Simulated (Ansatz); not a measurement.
# Al2O3: a fit and a missing row

Al2O3, R-3c, a = 4.759 Å, c = 12.995 Å. Ansatz: r2SCAN, PAW, 500 eV, Γ-centred 6×6×6 mesh on 10 atoms, Gaussian smearing 0.02 eV; no spin polarisation. Shape and atoms are relaxed at each volume; pressure is positive in compression.

```tsv
V (Å³/atom)	P (GPa)
7.986	17.90
8.241	8.28
8.496	0.00
8.751	?
9.006	-13.31
```

Q: Take V0 = 8.496 Å³/atom, fit the third-order Birch–Murnaghan form to the other rows, and predict the missing pressure.

A: With the Eulerian strain f = ½[(V0/V)^(2/3) − 1] and y = P/[3f(1 + 2f)^(5/2)], the form is the line y = B0 + 1.5 B0 (B0′ − 4) f. Rows (f, y): 0.02107, 255.4; 0.01026, 255.7; -0.01906, 256.5. Means f = 0.004090, y = 255.87; Σ(Δf)² = 0.0008623, ΣΔfΔy = -0.02361; the slope is their ratio. y = 256.0 − 27.38 f GPa, so B0 = 256.0 GPa and B0′ = 4 + 2 × (-27.38)/(3 × 256.0) = 3.93. At V = 8.751, f = -0.00976, y = 256.27 and P = -7.14 GPa. The run gave -7.15 GPa, so the fit is 0.01 GPa too high, a small miss on the scale of the series.